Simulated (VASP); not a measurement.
**SiGe: single point with PBEsol**

The system is SiGe.

```xyz
4
Lattice="3.9045 0.0000 0.0000 -1.9522 3.3814 0.0000 0.0000 0.0000 6.4508" Properties=species:S:1:pos:R:3 pbc="T T T"
Si    1.9522    1.1271    5.6419
Si    0.0000    2.2542    2.4165
Ge    1.9522    1.1271    3.2279
Ge    0.0000    2.2542    0.0025
```

The cell comes from a database or a generator and needn't be the stable form of this composition.

| Quantity | Value |
| --- | --- |
| Program | VASP 6.6.1 |
| Task | single point |
| Functional | PBEsol |
| Potentials or basis | VASP PAW PBE potentials, release 64 (Si, Ge_d) |
| Cutoff | 520 eV |
| k mesh | 6 × 6 × 4 |
| Occupations | gaussian, width 0.1 eV |
| Spin | no spin polarisation |

```yaml
Pressure: -0.3 GPa
Largest_force: 0.004 eV/Å
Band_gap_on_the_k_mesh: 0.35 eV, indirect (least direct gap 0.40 eV)
```

Forces on the atoms (eV/Å):
```
Si   0.000  0.000 -0.004
Si   0.000  0.000 -0.004
Ge   0.000  0.000  0.004
Ge   0.000  0.000  0.004
```

Stress tensor (GPa, compression positive):
```
-0.14  0.00  0.00
 0.00 -0.14  0.00
 0.00  0.00 -0.52
```

Levels at points of the mesh, in eV from the valence-band top:
```tsv
k point	band 14	band 15	band 16	band 17	band 18	band 19	band 20	band 21	band 22	band 23
(0.00, 0.00, 0.00)	-1.58	-1.58	-0.31	0.00	0.00	0.40	1.46	2.03	2.03	2.65
(0.50, 0.00, 0.00)	-6.40	-4.76	-3.17	-3.02	-1.53	0.35	1.96	3.20	3.32	4.20
(0.00, 0.00, 0.50)	-4.57	-0.96	-0.96	-0.96	-0.96	1.20	1.20	3.08	3.08	3.08
(0.50, 0.00, 0.50)	-7.60	-2.60	-2.60	-2.52	-2.52	0.62	0.62	1.78	1.78	5.78
```

Wall time 23 s on 1 thread of Intel(R) Xeon(R) 6975P-C (Granite Rapids), on a shared host, peak memory 0.21 GiB.

Caveat: the PAW data sets were made with another functional, which shifts forces and pressure a little. As with any semilocal functional, this PBEsol gap is likely too small.
